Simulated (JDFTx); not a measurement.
## Cl under changes of volume

One of the cells (29.048 Å³/atom); the others are scaled copies at fixed shape and fractional positions:

```
Cl
1.0
     3.14500   -2.25000    0.00000
     3.14500    2.25000    0.00000
     0.00000    0.00000    8.21000
Cl
4
Direct
  0.37000 0.63000 0.40000
  0.13000 0.87000 0.90000
  0.63000 0.37000 0.60000
  0.87000 0.13000 0.10000
```

```yaml
Program: JDFTx 1.7.0 (patched build)
Functional: PBEsol
Potentials_or_basis: PseudoDojo-SR-PBEsol-0.4.1-standard with smoothed tails
Cutoff: 789 eV
Density_cutoff: 6313 eV
k_mesh: 7 × 7 × 4
Occupations: fermi-dirac, width 0.05 eV
Spin: no spin polarisation
```

| volume (Å³/atom) | energy over the lowest point (meV/atom) | pressure (GPa) | gap on the mesh (eV) | largest force (eV/Å) |
| --- | --- | --- | --- | --- |
| 27.305 | 1.96 | 0.9 | 2.63 | 0.632 |
| 27.886 | 0.00 | 0.2 | 2.55 | 0.359 |
| 28.467 | ? | ? | ? | ? |
| 29.048 | 2.67 | -0.9 | 2.41 | 0.183 |
| 29.629 | 6.83 | -1.4 | 2.34 | 0.396 |
| 30.210 | 12.60 | -1.8 | 2.27 | 0.600 |
| 30.791 | 19.81 | -2.2 | 2.20 | 0.793 |

**Question.** What does the run at 28.467 Å³/atom give?

**Answer.** Energy over the lowest point 0.32 meV/atom; pressure -0.4 GPa; gap on the mesh 2.48 eV; largest force 0.133 eV/Å.

Worked out: A Birch-Murnaghan fit of order 3 (a polynomial in V^(-2/3)) to the other rows has its minimum at 28.09 Å³/atom with B0 = V·E''(V) = 29 GPa and B' = 4.6 at fixed shape and positions, which overstates the stiffness. It gives 0.32 meV/atom at 28.467 Å³/atom, against the run's 0.32, and -dE/dV = -0.4 GPa, against -0.4. A straight line through the other rows of the gap, of slope -3.55 eV per unit of ln V, gives 2.48 eV, against the run's 2.48.

Energies are extrapolated to zero smearing.

Caveats: an odd mesh through Γ misses points on the zone boundary, where band edges often lie.
